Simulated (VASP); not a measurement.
# BeTe: the band gap, functional by functional, part 3 of 3

How does the band gap of BeTe depend on the functional? The starting structure is a computed structure from the Materials Project. Cell and atoms stay as given. Meshes and data sets differ where the inputs say so.

VASP 6.6.1.

Results so far: LDA 1.905 eV; PBE 2.012 eV; r2SCAN 2.374 eV; TB-mBJ 2.716 eV; LDA + spin-orbit coupling 1.607 eV; r2SCAN + spin-orbit coupling 2.084 eV; TB-mBJ + spin-orbit coupling 2.431 eV; HSE06 2.700 eV.

### 10. Bands with PBE0

Level of this step: PBE0; plane waves and PAW (Te, Be) (VASP).

PBE0 keeps a quarter of exact exchange at all ranges; it tends to overshoot small gaps. This run uses a 5×5×5 mesh. It starts from the orbitals of an earlier run, not shown.

The input, INCAR:

```
SYSTEM = BeTe
PREC = Accurate
ENCUT = 350
EDIFF = 1E-06
NELM = 100
ISMEAR = 0
SIGMA = 0.03
LREAL = .FALSE.
ALGO = Normal
LHFCALC = .TRUE.
AEXX = 0.25
GGA = PE
LASPH = .TRUE.
NBANDS = 10
PRECFOCK = Fast
HFRCUT = -1
LORBIT = 11
LWAVE = .FALSE.
LCHARG = .FALSE.
KPAR = 4
```

The input, POSCAR:

```
BeTe
1.0
    0.0000000000      2.8314587876      2.8314587876
    2.8314587876      0.0000000000      2.8314587876
    2.8314587876      2.8314587876      0.0000000000
Te Be
1 1
Direct
    0.2500000000      0.2500000000      0.2500000000
    0.0000000000      0.0000000000      0.0000000000
```

The input, KPOINTS:

```
Automatic mesh
0
Gamma
5 5 5
0 0 0
```

The input, KPOINTS_OPT:

```
Line mode
10
Line-mode
Reciprocal
  0.00000000   0.00000000   0.00000000 GAMMA
  0.50000000   0.00000000   0.50000000 X

  0.50000000   0.00000000   0.50000000 X
  0.50000000   0.25000000   0.75000000 W

  0.50000000   0.25000000   0.75000000 W
  0.37500000   0.37500000   0.75000000 K

  0.37500000   0.37500000   0.75000000 K
  0.00000000   0.00000000   0.00000000 GAMMA

  0.00000000   0.00000000   0.00000000 GAMMA
  0.50000000   0.50000000   0.50000000 L

  0.50000000   0.50000000   0.50000000 L
  0.62500000   0.25000000   0.62500000 U

  0.62500000   0.25000000   0.62500000 U
  0.50000000   0.25000000   0.75000000 W

  0.50000000   0.25000000   0.75000000 W
  0.50000000   0.50000000   0.50000000 L

  0.50000000   0.50000000   0.50000000 L
  0.37500000   0.37500000   0.75000000 K

  0.62500000   0.25000000   0.62500000 U
  0.50000000   0.00000000   0.50000000 X
```

Potentials, in the order of the species: Te and Be (PBE family, release 64).

Launch:

```sh
$ mpirun -np 4 vasp_std
```

Numbers of over 12 decimals in the logs are rounded to 6 here.

The log of the run:

```text
[banner, memory and clock lines left out]
running    4 mpi-ranks, on    1 nodes
[...]
LDA part: xc-table for (Slater+PW92), standard interpolation
 found WAVECAR, reading the header
 POSCAR, INCAR and KPOINTS ok, starting setup
[...]
HFRCUT set to (new)   11.065237
 reading WAVECAR
 the WAVECAR file was read successfully
 initial charge from wavefunction
 entering main loop
       N       E                     dE             d eps       ncg     rms          rms(c)
DAV:   1    -0.930526617066E+01   -0.93053E+01   -0.13287E+00   206   0.777E+00    0.108E+01
DAV:   2    -0.931376711640E+01   -0.85009E-02   -0.19249E-02   220   0.109E+00    0.714E+00
DAV:   3    -0.931338901703E+01    0.37810E-03   -0.75703E-04   228   0.178E-01    0.433E+00
DAV:   4    -0.931322857106E+01    0.16045E-03   -0.12323E-04   212   0.689E-02    0.258E+00
DAV:   5    -0.931318394340E+01    0.44628E-04   -0.36403E-05   262   0.368E-02    0.153E+00
DAV:   6    -0.931317516794E+01    0.87755E-05   -0.11830E-05   272   0.212E-02    0.912E-01
DAV:   7    -0.931317580742E+01   -0.63948E-06   -0.40365E-06   258   0.126E-02
   1 F= -.93131758E+01 E0= -.93131758E+01  d E =-.133596E-22
 Start KPOINTS_OPT (optional k-point list driver)
k-point batch [1-10\100]
       N       E                     dE             ncg
DAV:   1     0.230110724190E+03   -0.72739E+03      200
DAV:   2    -0.273941458484E+02   -0.25750E+03      244
DAV:   3    -0.458979001088E+02   -0.18504E+02      296
DAV:   4    -0.460816809761E+02   -0.18378E+00      262
DAV:   5    -0.460839904580E+02   -0.23095E-02      264
DAV:   6    -0.460840190568E+02   -0.28599E-04      262
DAV:   7    -0.460840199594E+02   -0.90257E-06      270
[...]
k-point batch [91-100\100]
       N       E                     dE             ncg
DAV:   1     0.870039057643E+02   -0.24067E+04      200
DAV:   2    -0.119994730970E+03   -0.20700E+03      238
DAV:   3    -0.132537222068E+03   -0.12542E+02      322
DAV:   4    -0.132684563036E+03   -0.14734E+00      276
DAV:   5    -0.132687022813E+03   -0.24598E-02      286
DAV:   6    -0.132687120298E+03   -0.97484E-04      310
DAV:   7    -0.132687121181E+03   -0.88287E-06      304
```

Run time: 6.8 min. Hardware: 4 MPI ranks of AMD EPYC 7R43, shared host; peak memory 0.56 GiB; 27 min of CPU time.

Parts of OUTCAR (step 10):

```text
 POSITION                                       TOTAL-FORCE (eV/Angst)
 -----------------------------------------------------------------------------------
      1.41573      1.41573      1.41573         0.000000     -0.000000     -0.000000
      0.00000      0.00000      0.00000        -0.000000      0.000000      0.000000
 -----------------------------------------------------------------------------------
    total drift:                               -0.000000      0.000002     -0.000001

  FREE ENERGIE OF THE ION-ELECTRON SYSTEM (eV)
  ---------------------------------------------------
  free  energy   TOTEN  =        -9.3131758074 eV

  energy  without entropy=       -9.3131758074  energy(sigma->0) =       -9.31317581

[... 2 parts as in an earlier step ...]

[... 1 further part left out ...]
[key lines of the parts left out:]
E-fermi :   4.2933
```

PBE0 gives a least gap of 3.354 eV, and a least direct gap of 5.152 eV. The least gap is +1.450 eV from that of LDA, on another mesh, which alone can move a gap by some hundredths of an eV.

### 11. Comparison

```csv
level,gap (eV),least direct gap (eV),mesh,core minutes
LDA,1.905,3.593,6×6×6,0.627
PBE,2.012,3.62,6×6×6,0.933
r2SCAN,2.374,4.031,6×6×6,2.27
TB-mBJ,2.716,4.203,6×6×6,1.47
LDA + spin-orbit coupling,1.607,3.267,6×6×6,4.14
r2SCAN + spin-orbit coupling,2.084,3.717,6×6×6,20.5
TB-mBJ + spin-orbit coupling,2.431,3.896,6×6×6,9.61
HSE06,2.7,4.493,5×5×5,31.4
PBE0,3.354,5.152,5×5×5,27.2
```

Core minutes are wall time times ranks of the run shown, on a shared host.

### 12. What came out

| Property | Result |
| --- | --- |
| gap, LDA | 1.905 eV |
| gap, PBE | 2.012 eV |
| gap, r2SCAN | 2.374 eV |
| gap, TB-mBJ | 2.716 eV |
| gap, LDA + spin-orbit coupling | 1.607 eV |
| gap, r2SCAN + spin-orbit coupling | 2.084 eV |
| gap, TB-mBJ + spin-orbit coupling | 2.431 eV |
| gap, HSE06 | 2.700 eV |
| gap, PBE0 | 3.354 eV |

In words: Without spin-orbit coupling the gap of BeTe runs from 1.905 eV (LDA) to 3.354 eV (PBE0). HSE06 gives +0.69 eV from PBE, on another mesh, which alone can move a gap by some hundredths of an eV. TB-mBJ lies +0.02 eV from HSE06, on another mesh, which alone can move a gap by some hundredths of an eV. Spin-orbit coupling changes the LDA gap by -0.298 eV (LASPH differs too). Spin-orbit coupling changes the r2SCAN gap by -0.290 eV. Spin-orbit coupling changes the TB-mBJ gap by -0.285 eV. LASPH is on in some of these runs and off in others, which adds a little to the differences. These are gaps between Kohn-Sham or generalised Kohn-Sham levels of a static lattice, without excitons or temperature. Further runs on this material are not shown.

[Lines on the potential files, build, host, timing and source positions are cut from VASP's logs without a mark.]

[Logs are printed without paths, hosts, clocks, repeated set-up lines and the standing remarks that a program may print on its own settings, such as how far it seeks lower states.]

[Hosts, paths, dates, database ids (printed as entryN), source tags and the programs' standing remarks are cut or masked in the printed files.]
